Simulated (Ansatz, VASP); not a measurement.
**Zn15Au16 in two plane-wave programs**

Wanted: the spread between two codes on one cell, functional and k mesh. The structure shown is the end of the VASP relaxation below.

Main program and level: Ansatz 0.2.0; plane waves, with VASP 6.6.1 beside it; single point at PBE.

**1. Starting point**

The cell holds 31 atoms: 16 Au and 15 Zn. Its edges and angles: a = 8.997 Å, b = 8.997 Å, c = 8.997 Å, α = 60.0°, β = 60.0°, γ = 60.0°. It derives from ZnAu. Nearest the centre at fractional (0.000, 0.250, 0.250): Zn23 at 1.53 Å, Au5 at 2.20 Å, Au8 at 2.23 Å, Au4 at 2.23 Å, Au3 at 2.24 Å, Zn18 at 3.50 Å, Zn21 at 3.51 Å, Zn22 at 3.52 Å.

**2. VASP: relaxation, PBE**

This run makes the geometry at which the two programs are then compared.

Lines of VASP's logs that name or quote its potential files are left out, and so is its time.

The input, INCAR:

```
SYSTEM = Zn15Au16
PREC = Normal
ENCUT = 280
EDIFF = 1E-05
NELM = 120
ISMEAR = 1
SIGMA = 0.15
LREAL = Auto
ALGO = Fast
GGA = PE
NBANDS = 210
LASPH = .TRUE.
LORBIT = 11
LWAVE = .FALSE.
LCHARG = .FALSE.
KPAR = 6
IBRION = 2
NSW = 60
ISIF = 2
EDIFFG = -0.05
POTIM = 0.4
MAXMIX = 40
ISYM = 0
```

The input, POSCAR:

```
Zn15Au16
1.0
    0.0000000000      6.3615771070      6.3615771070
    6.3615771070      0.0000000000      6.3615771070
    6.3615771070      6.3615771070      0.0000000000
Au Zn
16 15
Direct
   -0.0014717473     -0.0056046560      0.0047908702
    0.4980292724     -0.0025103907      0.0020744757
   -0.0001912259      0.5029026441     -0.0018563199
    0.0031652354      0.0006666559      0.4989384984
    0.2456410662      0.2495981061      0.2516057765
    0.4959864650      0.5018487733      0.0036636463
    0.5008118645      0.0018671639      0.4985863623
    0.7488450060      0.2489084450      0.2511982209
   -0.0013165688      0.5034100416      0.4980662216
    0.2413309975      0.7509154873      0.2538755810
    0.2514620497      0.2453911682      0.7565482212
    0.5015702759      0.4957866010      0.5002813685
    0.7510844954      0.7505880524      0.2478210670
    0.7507964251      0.2486485765      0.7500772037
    0.2493310545      0.7476810082      0.7496634519
    0.7465051503      0.7500589270      0.7499615553
    0.6225414146      0.1272891242      0.1272913809
    0.1231750928      0.6261064207      0.1255017856
    0.1229532911      0.1234020254      0.6279345888
    0.3711018212      0.3755779991      0.3770419254
    0.6283595914      0.6267564364      0.1204125830
    0.6237389722      0.1195399763      0.6267642863
    1.1260445052      0.1232114550      0.1267836187
    0.1274538219      0.6247473673      0.6232740198
    0.3773861752      0.8732714211      0.3788150350
    0.3756192370      0.3741528367      0.8739847003
    0.6250553334      0.6254915937      0.6248502630
    0.8780271420      0.8701659498      0.3745811073
    0.8799173905      0.3742241172      0.8720876191
    0.3730129312      0.8740562852      0.8774937335
    0.8700788879      0.8763393126      0.8826885347
```

The input, KPOINTS:

```
Automatic mesh
0
Gamma
3 3 3
0 0 0
```

Potentials, in the order of the species: Au and Zn (PBE family, release 64).

The run is started by

```sh
> mpirun -np 6 vasp_std
```

Numbers of over 12 decimals in the logs are rounded to 6 here.

Output:

```text
[banner, memory and clock lines left out]
running    6 mpi-ranks, on    1 nodes
[...]
|                                                                             |
|           W    W    AA    RRRRR   N    N  II  N    N   GGGG   !!!           |
|           W    W   A  A   R    R  NN   N  II  NN   N  G    G  !!!           |
|           W    W  A    A  R    R  N N  N  II  N N  N  G       !!!           |
|           W WW W  AAAAAA  RRRRR   N  N N  II  N  N N  G  GGG   !            |
|           WW  WW  A    A  R   R   N   NN  II  N   NN  G    G                |
|           W    W  A    A  R    R  N    N  II  N    N   GGGG   !!!           |
|                                                                             |
|     For optimal performance we recommend to set                             |
|       NCORE = 2 up to number-of-cores-per-socket                            |
|     NCORE specifies how many cores store one orbital (NPAR=cpu/NCORE).      |
|     This setting can greatly improve the performance of VASP for DFT.       |
[...]
entering main loop
       N       E                     dE             d eps       ncg     rms          rms(c)
DAV:   1     0.287116286763E+04    0.28712E+04   -0.10757E+05  5880   0.145E+03
DAV:   2     0.316979165384E+03   -0.25542E+04   -0.24279E+04  5880   0.407E+02
DAV:   3    -0.620276622220E+02   -0.37901E+03   -0.35300E+03  6086   0.143E+02
DAV:   4    -0.809292871323E+02   -0.18902E+02   -0.18533E+02  6408   0.364E+01
[...]
RMM:  12    -0.744008202516E+02   -0.66152E-05   -0.43532E-04  5953   0.609E-02    0.316E-02
RMM:  13    -0.744008267622E+02   -0.65105E-05   -0.13929E-04  5752   0.266E-02    0.227E-02
RMM:  14    -0.744008241551E+02    0.26071E-05   -0.36780E-05  4303   0.161E-02
   1 F= -.74400824E+02 E0= -.74391137E+02  d E =-.744008E+02
[... from here on, the cycles between the ionic steps are left out ...]
   2 F= -.74461484E+02 E0= -.74451472E+02  d E =-.606598E-01
   3 F= -.74531552E+02 E0= -.74521430E+02  d E =-.130728E+00
   4 F= -.74482506E+02 E0= -.74473985E+02  d E =-.816818E-01
   5 F= -.74542952E+02 E0= -.74533080E+02  d E =-.142128E+00
   6 F= -.74549071E+02 E0= -.74539249E+02  d E =-.611855E-02
   7 F= -.74551563E+02 E0= -.74541812E+02  d E =-.861049E-02
[...]
reached required accuracy - stopping structural energy minimisation
```

From OUTCAR (step 2):

```text
  Total       -4.7806376     -4.7599167     -4.7758291      0.0467951     -0.0407214      0.0566122
  in kB      -14.8755156    -14.8110398    -14.8605533      0.1456084     -0.1267093      0.1761554
  external PRESSURE =     -14.8490362 kB  Pullay stress =       0.0000000 kB

 POSITION                                       TOTAL-FORCE (eV/Angst)
 -----------------------------------------------------------------------------------
      6.37167      6.36839     12.70738        -0.015924     -0.000142      0.009248
      6.37174      3.18308      9.51908        -0.021428     -0.010564      0.000134
      3.19225      6.37059      9.53135        -0.005711      0.013450     -0.005019
      3.20547      9.53594      6.38174        -0.008947     -0.005478     -0.014931
      3.21086      3.15572      3.14197        -0.004708      0.005715      0.017536
      3.19454      3.18202      6.35931         0.002133     -0.016356     -0.004318
      3.18986      6.35850      3.17778         0.003494      0.022924     -0.019286
      3.20091      6.37624      6.37899         0.008443      0.007170     -0.020833
      6.34185      9.51955      9.51121         0.001462     -0.011482      0.000335
      6.37014      3.18477      6.35396        -0.013001     -0.017343     -0.001638
      6.36162      6.38878      3.16895        -0.002855     -0.006088     -0.003565
      6.31483      6.39112      6.37374         0.028995     -0.003668      0.018578
      6.34554      6.38022      9.51630        -0.005083     -0.007998      0.005887
      6.34289      9.52268      6.37690        -0.012831      0.013947      0.016131
[...]
-----------------------------------------------------------------------------------
    total drift:                               -0.011201     -0.000349     -0.020641

  FREE ENERGIE OF THE ION-ELECTRON SYSTEM (eV)
  ---------------------------------------------------
  free  energy   TOTEN  =       -74.5515627475 eV

  energy  without entropy=      -74.5223109704  energy(sigma->0) =      -74.54181216

 reached required accuracy - stopping structural energy minimisation

[... 3 further parts left out ...]
[key lines of the parts left out:]
E-fermi :   6.3624
```

**3. Ansatz: single point, PBE**

Ansatz runs on its default PAW (the set named soft_2) files.

The same cell, functional, mesh and smearing now go to Ansatz, which takes its cutoff from its data sets.

The input, input.yaml:

```yaml
crystal:
  lattice:
    - [0.0, 6.36157711, 6.36157711]
    - [6.36157711, 0.0, 6.36157711]
    - [6.36157711, 6.36157711, 0.0]
  atoms:
    - { symbol: Au, position: [0.99850246, 0.99901746, 0.00256872] }
    - { symbol: Au, position: [0.49755099, 0.9987886, 0.00280907] }
    - { symbol: Au, position: [0.99894148, 0.49932696, 0.00247458] }
    - { symbol: Au, position: [0.9991398, 0.00402898, 0.49985] }
    - { symbol: Au, position: [0.24261498, 0.25128253, 0.25344502] }
    - { symbol: Au, position: [0.49883823, 0.50080574, 0.00135612] }
    - { symbol: Au, position: [0.49880862, 0.00071855, 0.50070768] }
    - { symbol: Au, position: [0.75093948, 0.25179706, 0.25136519] }
    - { symbol: Au, position: [0.99730849, 0.49779425, 0.49910553] }
    - { symbol: Au, position: [0.24904137, 0.74976151, 0.25158478] }
    - { symbol: Au, position: [0.25120395, 0.24693477, 0.75307195] }
    - { symbol: Au, position: [0.50695164, 0.49496075, 0.49769158] }
    - { symbol: Au, position: [0.75067679, 0.74522517, 0.25225323] }
    - { symbol: Au, position: [0.75112529, 0.25128297, 0.74577971] }
    - { symbol: Au, position: [0.24937118, 0.74903957, 0.75060838] }
    - { symbol: Au, position: [0.74928249, 0.7488836, 0.75025396] }
    - { symbol: Zn, position: [0.62271811, 0.12683995, 0.12526717] }
    - { symbol: Zn, position: [0.12010982, 0.62015103, 0.12934466] }
    - { symbol: Zn, position: [0.12112764, 0.12810432, 0.62349399] }
    - { symbol: Zn, position: [0.37250779, 0.37459873, 0.37731526] }
    - { symbol: Zn, position: [0.62907048, 0.62070618, 0.12835399] }
    - { symbol: Zn, position: [0.62962685, 0.12624852, 0.62255648] }
    - { symbol: Zn, position: [0.11935503, 0.12878416, 0.13076725] }
    - { symbol: Zn, position: [0.12576729, 0.62344949, 0.62526963] }
    - { symbol: Zn, position: [0.37595686, 0.87320839, 0.37670284] }
    - { symbol: Zn, position: [0.37649526, 0.37377584, 0.87537779] }
    - { symbol: Zn, position: [0.6276553, 0.6204628, 0.62182187] }
    - { symbol: Zn, position: [0.87334782, 0.87494409, 0.37654659] }
    - { symbol: Zn, position: [0.87577746, 0.37423793, 0.87483523] }
    - { symbol: Zn, position: [0.37348529, 0.8735956, 0.87621931] }
    - { symbol: Zn, position: [0.87274717, 0.87573344, 0.8760038] }
hamiltonian:
  xc: pbe
  pseudopotentials: { kind: paw }
kpoints:
  mp_grid: { grid: [3, 3, 3] }
scf:
  occupations: { method: methfessel_paxton, width: 0.15 }
  n_extra_bands: 11
output:
  forces: true
  eigenvalues: true
```

The run is started by

```sh
> ansatz run input.yaml --threads 8 --pin off --max-ram 18432MiB --backend cpu --events-out ev --progress --plain --runs-dir out
```

Output:

```text
scf.n_extra_bands = 11 over 242 filled bands (N_el = 484.0): the run solves 253 bands
Engine: ansatz 0.2.0, aarch64-unknown-linux-gnu
Pseudopotentials: kind: paw
Pseudopotential: Au, paw, valence charge 19, recommended cutoff 420 eV (normal), Au.paw.azcp
Pseudopotential: Zn, paw, valence charge 12, recommended cutoff 420 eV (normal), Zn.paw.azcp
Functional definition: PBE
  parameter kappa = 0.804
  parameter beta = 0.066725
  exchange = pbe_x(kappa = kappa, mu = beta*pi^2/3)
  correlation = pbe_c(beta = beta)
Crystal: 31 atoms, lattice volume = 514.902 Å³
Basis set: ecut = 420 eV, 10081 PW (Γ), exchange–correlation on 128×128×128 points (8 copies of the dense FFT grid, shifted against one another)
Bands: 253, of which v1, the nominal top of the filled ones, is band 242 counted from 1 (241 counted from 0)
Symmetry: 1 space group operations
Space group: P1 (ITA 1), of the structure as read, at distance tolerance 8.0e-5 Å
k-points: 14 of 27 (time reversal used)
Non-local potential: Au, projectors of the file, l = 0: 3, l = 1: 2, l = 2: 2, l = 3: 1
Non-local potential: Zn, projectors of the file, l = 0: 2, l = 1: 2, l = 2: 3, l = 3: 1
PAW form: soft (Blöchl's): semilocal exchange-correlation on the pseudo side does not see the compensation charge
PAW one-centre angular grid: Au, 590 points (default); XC on 64 Gauss nodes
PAW one-centre angular grid: Zn, 590 points (default); XC on 64 Gauss nodes
Initial density: superposition of atomic densities (neutral atoms: chi_scale 0, normalization atom), corrected by the library's trained network
Initial wavefunctions: pseudopotential atomic-orbital guess
Functional: x = pbe(κ = 0.804, μ = 0.219515), c = pbe(β = 0.066725)
SCF iter   1: F=—  HF=-260181.002679 eV  |F-HF|=—  |Δ(HF+E_count)|=         —  Δρ=1.63e-3  dr2=9.56e-3  ethr=1.77e-3  ⟨swp⟩=5.0  Hψ=11528  notcnv=0
preconditioner: auto → Kerker (q_TF=auto, 2.700 Å⁻¹)  [metal: Δε(μ)=0.041 eV  Ē_g=7.064 eV  σ=0.150 eV  W_gap=0.22  n_scr=168 (ndim 8)  ℏωp=30.9 eV  f_vac=0.008  D(μ)=11.01/eV (n_scr^D=58)]
SCF iter   2: F=—  HF=-260181.020581 eV  |F-HF|=—  |Δ(HF+E_count)|=   1.79e-2  S|Δr|=    0.00e0  Δρ=8.58e-4  dr2=2.51e-3  ethr=1.98e-6  ⟨swp⟩=3.0  Hψ=8858  notcnv=0
SCF iter   3: F=—  HF=-260181.021327 eV  |F-HF|=—  |Δ(HF+E_count)|=   7.46e-4  S|Δr|=    0.00e0  Δρ=3.25e-4  dr2=7.66e-4  ethr=5.19e-7  ⟨swp⟩=2.0  Hψ=5965  notcnv=0
SCF iter   4: F=—  HF=-260181.021283 eV  |F-HF|=—  |Δ(HF+E_count)|=   4.44e-5  S|Δr|=    0.00e0  Δρ=1.70e-4  dr2=2.03e-4  ethr=1.58e-7  ⟨swp⟩=2.0  Hψ=5990  notcnv=0
SCF iter   5: F=—  HF=-260181.021236 eV  |F-HF|=—  |Δ(HF+E_count)|=   4.72e-5  S|Δr|=    0.00e0  Δρ=5.63e-5  dr2=5.01e-5  ethr=4.19e-8  ⟨swp⟩=2.0  Hψ=5949  notcnv=0
SCF iter   6: F=—  HF=-260181.019905 eV  |F-HF|=—  |Δ(HF+E_count)|=   1.33e-3  S|Δr|=    0.00e0  Δρ=1.84e-5  dr2=3.33e-6  ethr=1.04e-8  ⟨swp⟩=2.0  Hψ=5390  notcnv=0
SCF iter   7: F=—  HF=-260181.019905 eV  |F-HF|=—  |Δ(HF+E_count)|=   8.33e-8  S|Δr|=    0.00e0  Δρ=1.08e-5  dr2=7.45e-7  ethr=6.88e-10  ⟨swp⟩=2.0  Hψ=5961  notcnv=0
SCF iter   8: F=—  HF=-260181.019905 eV  |F-HF|=—  |Δ(HF+E_count)|=   1.55e-7  S|Δr|=    0.00e0  Δρ=8.28e-6  dr2=2.71e-7  ethr=1.54e-10  ⟨swp⟩=2.0  Hψ=5991  notcnv=0
SCF iter   9: F=-260181.019905 eV  HF=-260181.019905 eV  |F-HF|=1.62e-8  |Δ(HF+E_count)|=   3.72e-8  S|Δr|=    0.00e0  Δρ=2.00e-6  dr2=3.09e-8  ethr=2.07e-11  ⟨swp⟩=7.6  Hψ=14959  notcnv=0
SCF 1 converged in 9 iterations: F = -260181.019905 eV  dr2 = 3.09e-8
  greatest PAW one-centre occupation: 1.000 electrons in one spin orbital (limit 2), on the Au atom at site 2 (counted from 0), in its partial waves of l = 0
SCF converged after 9 iterations
Stability not checked: this state was not tested for a lower state beside it, because cold or Methfessel-Paxton smearing, or corrected tetrahedra, fill the levels in a way that the test cannot read (fill_not_monotonic; see scf.lower_state_search)
Free energy (F): -260181.019905 eV
Harris-Foulkes:  -260181.019905 eV  (|F-HF|=1.62e-8)
Internal energy: -260180.990357 eV  (E = F + TS)
E sigma→0 (E₀):  -260181.012518 eV
Entropy (-TS):   -0.029548 eV (-0.953 meV/atom)
Fermi energy:    15.787467 eV
Step filling:    the computed levels leave a gap of 0.0381 eV = 0.3 smearing widths at the electron count; against every level under it full and every level over it empty, smearing changes F+E_penalty+E_count by -22.497 meV and its σ→0 estimate by -15.110 meV
--- Per-component energies (eV) ---
  E_band       = -3279.827289
  E_kinetic    = 11629.425047
  E_local      = -53230.440644  (includes V_loc(G=0)·N_el)
  E_nonlocal   = 10366.240181
  E_hartree    = 22432.477776
  E_xc         = -5708.674183
  E_vxc        = -5187.209623  (∫ρ·V_xc dr)
  E_paw        = -182712.373516  (= ΣΔE_a)
  E_vpaw       = -11722.834149  (= ΣTr[D̂ρ^β])
  E_aug_tail   = 0.016573  (compensation charges beyond the density's cutoff)
  E_ewald      = -62957.661591
  E_smearing   = -0.029548  (= −TS)
  E_closure    = 0.000000  (closes the sum)
  Σ components = -260181.019905   (vs F -260181.019905, Δ=0.00e0)
--- Forces (eV/Å), atoms counted from 1 ---
  atom   1  Au    -0.01589911     0.00388558     0.00681866
  atom   2  Au    -0.02380799    -0.01373045    -0.00317655
  atom   3  Au    -0.00439720     0.01519286    -0.01050084
  atom   4  Au    -0.00869528    -0.00612065    -0.01590719
  atom   5  Au    -0.00389128     0.01150728     0.01723072
  atom   6  Au    -0.00204304    -0.01722542     0.00115927
  atom   7  Au    -0.00040500     0.02670071    -0.02146799
  atom   8  Au     0.01091094     0.00380932    -0.02065234
  atom   9  Au     0.00436744    -0.01030477     0.00552069
  atom  10  Au    -0.02009422    -0.02098104     0.00439832
  atom  11  Au    -0.00617659    -0.00602885    -0.00033454
  atom  12  Au     0.03104563    -0.00060399     0.01336582
  atom  13  Au    -0.00513932    -0.00775839     0.01112906
  atom  14  Au    -0.01297273     0.01182016     0.01406212
  atom  15  Au     0.02108343     0.01256916     0.00328588
  atom  16  Au     0.01911185    -0.00718578    -0.00423101
  atom  17  Zn    -0.01596486     0.01475298    -0.02098171
  atom  18  Zn     0.02101228     0.01052643     0.00168187
  atom  19  Zn     0.00494036    -0.02152916    -0.01114053
  atom  20  Zn    -0.01758712    -0.00502742     0.01670556
  atom  21  Zn     0.01914509     0.02336602     0.00884919
  atom  22  Zn    -0.00494983     0.00225544     0.02221015
  atom  23  Zn     0.01450819    -0.00516903     0.00001212
  atom  24  Zn    -0.01286219    -0.00737267    -0.00261904
  atom  25  Zn     0.00199672    -0.01400743    -0.01823236
  atom  26  Zn     0.02538776    -0.00970342    -0.00974396
  atom  27  Zn    -0.01010290    -0.01227972     0.00244687
  atom  28  Zn    -0.00485203     0.01386151     0.01457777
  atom  29  Zn     0.00193171    -0.00522895    -0.01792381
  atom  30  Zn     0.00586465     0.00970069     0.01297792
  atom  31  Zn    -0.01146774     0.01030632     0.00048075
  max |Σ_I F_I| component: 2.69e-6 eV/Å
--- Band table (eV; the first three rows and the last of 14) ---
  k-point 0: bands = [... 238 lower, 14.5120, 14.5164, 16.6960, 16.6964, 16.6980, 17.3314, 18.2320, 18.2321, ... 7 higher]
  k-point 1: bands = [... 238 lower, 15.3591, 15.3641, 16.0859, 16.0885, 16.2012, 16.4971, 17.0218, 17.2496, ... 7 higher]
  k-point 2: bands = [... 238 lower, 15.3610, 15.3647, 16.0838, 16.0869, 16.2008, 16.4964, 17.0214, 17.2500, ... 7 higher]
  k-point 13: bands = [... 238 lower, 14.7637, 14.8261, 15.0177, 15.4139, 15.4946, 15.7496, 16.1948, 16.2657, ... 7 higher]
```

It took 93 s on 8 threads of Arm Neoverse N1, shared host; peak memory 5.7 GiB.

The column dr2 measures how far the density is from self-consistency, as an energy; F and HF (Harris–Foulkes) agree once it is small.

**4. Comparison**

Known differences besides the potentials themselves: the data sets hold 484 valence electrons in Ansatz (default PAW (the set named soft_2) files) and 356 in VASP; the cutoff is 420 eV in Ansatz and 280 eV in VASP (PREC = Normal, projectors in real space). Total energies have different zeros and are not compared.

At this near-relaxed geometry the largest component of a force difference is 12 meV/Å. VASP's last cycles still show a density residual of 8e-03, so its state may not be settled.

**5. Outcome**

```
r.m.s. force difference (single point, PBE) : 3.7 meV/Å
```

In words: The r.m.s. force difference is 3.7 meV/Å (single point, PBE), within the 12 meV/Å picked in this series as the mark of a large difference. Such differences can come from data sets, numerical settings and the points named under the comparisons, not from the functional's error against experiment.

[Lines on the potential files, build, host, timing and source positions are cut from VASP's logs without a mark.]

[Logs are printed without paths, hosts, clocks, repeated set-up lines and the standing remarks that a program may print on its own settings, such as how far it seeks lower states.]

[Hosts, paths, dates, database ids (printed as entryN), source tags and the programs' standing remarks are cut or masked in the printed files.]
